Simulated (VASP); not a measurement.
# Dy (P6_3/mmc) in VASP: a series of runs

The runs below take Dy through single point, with PBEsol.

Everything below comes from runs of VASP 6.6.1. Logs are shortened: lines on timing, memory, paths and dates and some standing lists are left out, and cuts for length are marked.

**1. The structure**

The structure is hexagonal, space group P6_3/mmc (No. 194). The conventional cell has a = 3.590 Å, b = 3.590 Å, c = 5.647 Å, α = 90.00°, β = 90.00°, γ = 120.00°. Dy (site symmetry -6m2) is surrounded by 12 Dy at 3.50 to 3.59 Å.

**2. Single point, PBEsol, collinear spin, ferromagnetic start**

INCAR

```
SYSTEM = Dy
PREC     = Accurate       ! precision mode
ENCUT    = 520            ! plane-wave cutoff, eV
EDIFF    = 1E-6           ! SCF threshold, eV
ISMEAR   = 1              ! smearing method
SIGMA    = 0.2            ! smearing width, eV
LREAL    = .False.        ! projectors in reciprocal space
LASPH    = .True.         ! aspherical terms in the spheres
NELM     = 100            ! most SCF steps
ALGO     = Normal         ! electronic algorithm
ISIF     = 2              ! what is computed and relaxed
LWAVE    = .False.        ! write WAVECAR
LCHARG   = .False.        ! write CHGCAR
ISPIN    = 2              ! spin polarisation
MAGMOM   = 5 5            ! initial moments
LORBIT   = 11             ! projections on sites
LMAXMIX  = 6              ! l up to which the mixer works
GGA      = PS             ! functional
ADDGRID  = .False.
```

KPOINTS

```
regular mesh
0
Gamma
  5 5 3
  0 0 0
```

POSCAR

```
Dy
1.0
    3.5903000000      0.0000000000      0.0000000000
   -1.7951500000      3.1092910072      0.0000000000
    0.0000000000      0.0000000000      5.6475000000
Dy
2
Direct
    0.6666666667      0.3333333333      0.7500000000
    0.3333333333      0.6666666667      0.2500000000
```

Potentials or basis: VASP PAW PBE potentials, release 64 (Dy_3), 4f in core.

Launch:

```bash
cat potpaw_PBE.64/Dy_3/POTCAR > POTCAR
mpirun -np 1 vasp_std > vasp.out
```

OUTCAR:

```text
SYSTEM = Dy
   PREC = Accurate
   ENCUT = 520
   EDIFF = 1E-6
   ISMEAR = 1
   LREAL = .False.
   LASPH = .True.
   NELM = 100
   ISIF = 2
   ISPIN = 2
   LORBIT = 11
   GGA = PS

 Found     10 irreducible k-points:

 Following reciprocal coordinates:
            Coordinates               Weight
  0.000000  0.000000  0.000000      1.000000
  0.200000  0.000000  0.000000      6.000000
  0.400000  0.000000  0.000000      6.000000
  0.200000  0.200000  0.000000      6.000000
  0.400000  0.200000  0.000000      6.000000
  0.000000  0.000000  0.333333      2.000000
   k-points           NKPTS =     10   k-points in BZ     NKDIM =     10   number of bands    NBANDS=     18
   number of dos      NEDOS =    301   number of ions     NIONS =      2
   total plane-waves  NPLWV =  32928
   dimension x,y,z NGX =    28 NGY =   28 NGZ =   42
   dimension x,y,z NGXF=    56 NGYF=   56 NGZF=   84
   ions per type =               2
   NGX,Y,Z   is equivalent  to a cutoff of  12.97, 12.97, 12.36 a.u.
   NGXF,Y,Z  is equivalent  to a cutoff of  25.93, 25.93, 24.73 a.u.
 SYSTEM =  Dy
   PREC   = accura    normal or accurate (medium, high low for compatibility)
   ISTART =      0    job   : 0-new  1-cont  2-samecut
   ICHARG =      2    charge: 1-file 2-atom 10-const
   ISPIN  =      2    spin polarized calculation?
   LNONCOLLINEAR =      F non collinear calculations
   LSORBIT =      F    spin-orbit coupling
   LASPH  =      T    aspherical Exc in radial PAW
   ENCUT  =  520.0 eV  38.22 Ry    6.18 a.u.   6.68  6.68 10.50*2*pi/ulx,y,z
   NELM   =    100;   NELMIN=  2; NELMDL= -5     # of ELM steps
   EDIFF  = 0.1E-05   stopping-criterion for ELM
   LREAL  =      F    real-space projection
   EDIFFG = 0.1E-04   stopping-criterion for IOM
   NSW    =      0    number of steps for IOM
   IBRION =     -1    ionic relax: 0-MD 1-quasi-New 2-CG
   NFREE  =      0    steps in history (QN), initial steepest desc. (CG)
   ISIF   =      2    stress and relaxation
   ISYM   =      2    0-nonsym 1-usesym 2-fastsym
   POTIM  = 0.5000    time-step for ionic-motion
   TEBEG  =    0.0;   TEEND  =   0.0 temperature during run
   PSTRESS=    0.0 pullay stress
   NELECT =      18.0000    total number of electrons
   NUPDOWN=      -1.0000    fix difference up-down
   EMIN   =  10.00;   EMAX   =-10.00  energy-range for DOS
   EFERMI =   0.00;   METHOD = LEGACY
   ISMEAR =     1;   SIGMA  =   0.20  broadening in eV -4-tet -1-fermi 0-gaus
   EFERMI_NEDOS =   21; number of points for ismear=-14 and -15
   IALGO  =     38    algorithm
   IMIX   =      4    mixing-type and parameters
     AMIX     =   0.40;   BMIX     =  1.00
     AMIX_MAG =   1.60;   BMIX_MAG =  1.00
  volume/ion in A,a.u.               =      31.52       212.72
  Fermi-wavevector in a.u.,A,eV,Ry     =   1.077994  2.037113 15.810927  1.162070
  Thomas-Fermi vector in A             =   2.213920
   LORBIT       =     11    0 simple, 1 ext, 2 COOP (PROOUT), +10 PAW based schemes
   GGA     = PS    functional components
   LHFCALC =     F    Hartree Fock is set to
   AEXX    =    0.0000 exact exchange contribution
   IVDW    =     0    specifies the selected vdW correction
   LEPSILON=     F    determine dielectric tensor
   LRPA    =     F    only Hartree local field effects (RPA)
 spin polarized calculation
 Methfessel and Paxton  Order N= 1 SIGMA  =   0.20
  energy-cutoff  :      520.00
  volume of cell :       63.04
 maximum number of plane-waves:      1715
 NGX is ok and might be reduce to    28
   NGX = 13   NGY = 13   NGZ = 21

 number of electron      18.0000000 magnetization      10.0000000

 number of electron      18.0000001 magnetization       0.8894246

 Free energy of the ion-electron system (eV)
  ---------------------------------------------------
  ext. energy  EPLUGINS =         0.00000000
  ---------------------------------------------------
  free energy    TOTEN  =        -9.87083157 eV

  energy without entropy =       -9.86588818  energy(sigma->0) =       -9.86918377

 E-fermi :   2.9921     XC(G=0):  -9.9615

 val. band max:        2.9733024343   @ k =   0.4000   0.2000   0.0000
 cond. band min:       3.0080039097   @ k =   0.4000   0.0000   0.3333
 fundamental gap:      0.0347014754
 Fermi energy:         2.9920755116

 spin component 1

 k-point     1 :       0.0000    0.0000    0.0000
  band No.  band energies     occupation
      1     -20.6465      1.00000
      2     -20.0368      1.00000
      3     -20.0368      1.00000
      4     -19.9255      1.00000
      5     -19.9255      1.00000
      6     -19.8999      1.00000
[... 10 lines left out ...]
     17       8.2066      0.00000
     18       8.2066      0.00000

 k-point     2 :       0.2000    0.0000    0.0000
  band No.  band energies     occupation
      1     -20.5627      1.00000
      2     -20.2021      1.00000
      3     -20.0956      1.00000
      4     -20.0907      1.00000
      5     -19.9485      1.00000
      6     -19.9416      1.00000
[... 10 lines left out ...]
     17       8.7695      0.00000
     18       9.9180      0.00000

 k-point     3 :       0.4000    0.0000    0.0000
  band No.  band energies     occupation
      1     -20.4691      1.00000
      2     -20.3810      1.00000
      3     -20.3466      1.00000
      4     -20.1713      1.00000
      5     -20.0549      1.00000
      6     -19.9910      1.00000
[... 10 lines left out ...]
     17       9.1960      0.00000
     18      10.1927      0.00000

 k-point     4 :       0.2000    0.2000    0.0000
  band No.  band energies     occupation
      1     -20.4251      1.00000
      2     -20.3431      1.00000
      3     -20.3286      1.00000
      4     -20.1494      1.00000
      5     -20.0413      1.00000
      6     -20.0238      1.00000
[... 10 lines left out ...]
     17       8.8163      0.00000
     18      10.3641      0.00000

 k-point     5 :       0.4000    0.2000    0.0000
  band No.  band energies     occupation
      1     -20.4653      1.00000
      2     -20.3423      1.00000
      3     -20.2822      1.00000
      4     -20.2683      1.00000
      5     -20.1321      1.00000
      6     -20.1058      1.00000
[... 10 lines left out ...]
     17       8.8977      0.00000
     18       9.1338      0.00000

 k-point     6 :       0.0000    0.0000    0.3333
  band No.  band energies     occupation
      1     -20.4704      1.00000
      2     -20.0979      1.00000
      3     -20.0091      1.00000
      4     -20.0091      1.00000
      5     -19.9535      1.00000
      6     -19.9535      1.00000
[... 10 lines left out ...]
     17       8.2813      0.00000
     18       8.2813      0.00000

 [... further k-points ...]

 spin component 2

 k-point     1 :       0.0000    0.0000    0.0000
  band No.  band energies     occupation
      1     -20.5289      1.00000
      2     -19.9254      1.00000
      3     -19.9254      1.00000
      4     -19.8163      1.00000
      5     -19.8163      1.00000
      6     -19.7990      1.00000
[... 10 lines left out ...]
     17       8.3687      0.00000
     18       8.3687      0.00000

 k-point     2 :       0.2000    0.0000    0.0000
  band No.  band energies     occupation
      1     -20.4470      1.00000
      2     -20.0862      1.00000
      3     -19.9816      1.00000
      4     -19.9782      1.00000
      5     -19.8399      1.00000
      6     -19.8387      1.00000
[... 10 lines left out ...]
     17       8.9205      0.00000
     18      10.1254      0.00000

 k-point     3 :       0.4000    0.0000    0.0000
  band No.  band energies     occupation
      1     -20.3463      1.00000
      2     -20.2693      1.00000
      3     -20.2259      1.00000
      4     -20.0570      1.00000
      5     -19.9506      1.00000
      6     -19.8800      1.00000
[... 10 lines left out ...]
     17       9.3402      0.00000
     18      10.4943      0.00000

 k-point     4 :       0.2000    0.2000    0.0000
  band No.  band energies     occupation
      1     -20.3125      1.00000
      2     -20.2243      1.00000
      3     -20.2086      1.00000
      4     -20.0340      1.00000
      5     -19.9296      1.00000
      6     -19.9203      1.00000
[... 10 lines left out ...]
     17       8.9683      0.00000
     18      10.6431      0.00000

 k-point     5 :       0.4000    0.2000    0.0000
  band No.  band energies     occupation
      1     -20.3437      1.00000
      2     -20.2212      1.00000
      3     -20.1728      1.00000
      4     -20.1502      1.00000
      5     -20.0261      1.00000
      6     -19.9924      1.00000
[... 10 lines left out ...]
     17       9.1753      0.00000
     18       9.3994      0.00000

 k-point     6 :       0.0000    0.0000    0.3333
  band No.  band energies     occupation
      1     -20.3565      1.00000
      2     -19.9922      1.00000
      3     -19.8983      1.00000
      4     -19.8983      1.00000
      5     -19.8438      1.00000
      6     -19.8438      1.00000
[... 10 lines left out ...]
     17       8.4488      0.00000
     18       8.4488      0.00000

 [... further k-points ...]

------------------------ aborting loop because EDIFF is reached ----------------------------------------

  FORCE on cell =-STRESS in cart. coord.  units (eV):
  Direction    XX          YY          ZZ          XY          YZ          ZX
  --------------------------------------------------------------------------------------
  -------------------------------------------------------------------------------------
  Total       -0.5936177     -0.5936177     -0.9789146      0.0000000      0.0000000      0.0000000
  in kB      -15.0858253    -15.0858253    -24.8775178      0.0000000      0.0000000      0.0000000
  external PRESSURE =     -18.3497228 kB  Pullay stress =       0.0000000 kB

 VOLUME and BASIS-vectors are now :
 -----------------------------------------------------------------------------
  energy-cutoff  :      520.00
  volume of cell :       63.04
      direct lattice vectors                 reciprocal lattice vectors
     3.590300000  0.000000000  0.000000000     0.278528257  0.160808364  0.000000000
    -1.795150000  3.109291007  0.000000000     0.000000000  0.321616728  0.000000000
     0.000000000  0.000000000  5.647500000     0.000000000  0.000000000  0.177069500

 POSITION                                       TOTAL-FORCE (eV/Angst)
 -----------------------------------------------------------------------------------
      1.79515      1.03643      4.23562        -0.000000      0.000000      0.000000
     -0.00000      2.07286      1.41187         0.000000      0.000000      0.000000
 -----------------------------------------------------------------------------------
    total drift:                               -0.000000      0.000000     -0.000000

  FREE ENERGIE OF THE ION-ELECTRON SYSTEM (eV)
  ---------------------------------------------------
  free  energy   TOTEN  =        -9.8708315690 eV

  energy  without entropy=       -9.8658881813  energy(sigma->0) =       -9.86918377

 total charge

# of ion       s       p       d       tot
------------------------------------------
    1        0.442   6.382   1.106   7.930
    2        0.442   6.382   1.106   7.930
--------------------------------------------------
tot          0.884  12.765   2.212  15.861

 magnetization (x)

# of ion       s       p       d       tot
------------------------------------------
    1        0.009   0.096   0.219   0.324
    2        0.009   0.096   0.219   0.324
--------------------------------------------------
tot          0.018   0.191   0.438   0.648
```

Wall time 28 s (1 thread of Intel Xeon Platinum 8488C (Sapphire Rapids), shared host); peak memory 0.2 GiB.

The run converged, but some of its settings lie outside the range that counts as converged, so its numbers aren't taken as properties of the crystal.

What came out:

* Free energy: -9.8708 eV
* Pressure: -1.8 GPa
* Band gap on the k mesh: none (metal or under the smearing width)
* Net moment: 0.89 μB per cell
* Site moments: Dy +0.32 μB
* Valence electrons inside the program's atomic spheres: Dy 7.93

Caveat: the k mesh is coarse (spacing up to 0.40 Å⁻¹), so the values aren't converged; the magnetic or orbital state may not be the lowest; the PAW data sets were made with another functional, which shifts forces and pressure a little; spin-orbit coupling is left out, which moves the levels of the heavy elements; the 4f electrons are frozen in the core as for a trivalent ion, so they carry no moment and show no levels.

(Part 1 of 2 ends here.)
